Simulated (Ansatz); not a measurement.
Reactions of C$_{2}$H$_{2}$BrF$_{3}$, SMILES `FC(F)(F)CBr`.

Gas-phase electronic energies from Ansatz, PBE0-D4/def2-TZVP geometries. CCSD(T)/CBS adds triple-zeta CCSD(T) − MP2 to the extrapolated MP2 energy (def2 sets, frozen cores). This one scheme is used for every species. DFT in def2-TZVPP. For Br outer-core shells are correlated without core-valence functions, which leaves a few kJ/mol of doubt a bond. Scalar relativity is left out up to krypton. One conformer a species, not always the lowest.

```tsv
reaction	B2PLYP (eV)	PBE0-D4 (eV)	r2SCAN-D4 (eV)
`FC(F)(F)CBr` + H–F → `FCC(F)(F)F` + HBr	0.26	0.30	0.25
`FC(F)(F)CBr` + H₂ → `FC(F)CBr` + H–F	-0.52	-0.47	-0.35
`FC(F)(F)CBr` + `OBCl` → `FC(F)(F)OBCl` + `CBr`	0.19	0.19	0.18
`FC(F)(F)CBr` + CH₃SH → `CSC(F)(F)F` + `CBr`	0.16	0.14	0.11
`FC(F)(F)CBr` + HCl → `ClCBr` + trifluoromethane	0.42	0.45	0.49
`FC(F)(F)CBr` + `N=C[SiH3]` → `N=C[SiH2]CBr` + trifluoromethane	-0.29	-0.31	-0.26
```

(1) Give the CCSD(T)/CBS values in the same order. (An estimate is asked.)

Largest T1 diagnostic: 0.012, for `N=C[SiH3]`.

## Answers

(1) The calculation gave: 0.39, -0.57, 0.26, 0.19, 0.49, -0.30 eV.
